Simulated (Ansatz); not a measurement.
Sb:

```
Sb
1.0
    -4.03001    4.03001    2.02549
     4.03001   -4.03001    2.02549
     4.03001    4.03001   -2.02549
Sb
4
Direct
  0.65126 0.15126 0.80253
  0.15126 0.34874 0.50000
  0.34874 0.84874 0.19747
  0.84874 0.65126 0.50000
```

This isn't the form of Sb at room conditions, which is rhombohedral.

Base run:

```yaml
Program: Ansatz 0.2.0
Functional: r2SCAN
Potentials_or_basis: Ansatz PAW
Cutoff: 500 eV
Density_cutoff: 2000 eV
k_mesh: 7 × 7 × 7
Occupations: fermi-dirac, width 0.05 eV
Spin: no spin polarisation
```

Its results: band gap on the k mesh none (metal or under the smearing width); pressure 0.7 GPa; largest force 0.070 eV/Å.

**Question.** After a change of settings the same cell gave: band gap on the k mesh none (metal or under the smearing width); pressure -1.8 GPa; largest force 0.042 eV/Å. Which change was it?
A. functional from r2SCAN to PBEsol; cutoff from 500 eV to 420 eV; density cutoff from 2000 eV to 1680 eV; spin from no spin polarisation to spin-orbit coupling, no magnetisation; potential files from those of the base run to others of the same set
B. functional from r2SCAN to LDA; cutoff from 500 eV to 420 eV; density cutoff from 2000 eV to 1680 eV
C. functional from r2SCAN to PBEsol; cutoff from 500 eV to 420 eV; density cutoff from 2000 eV to 1680 eV

**Answer.** B.

Caveats: the PAW data sets come from PBE, with cores solved anew for the run's functional, which leaves a small shift of forces and pressure.

Not every run made on this cell is shown here.
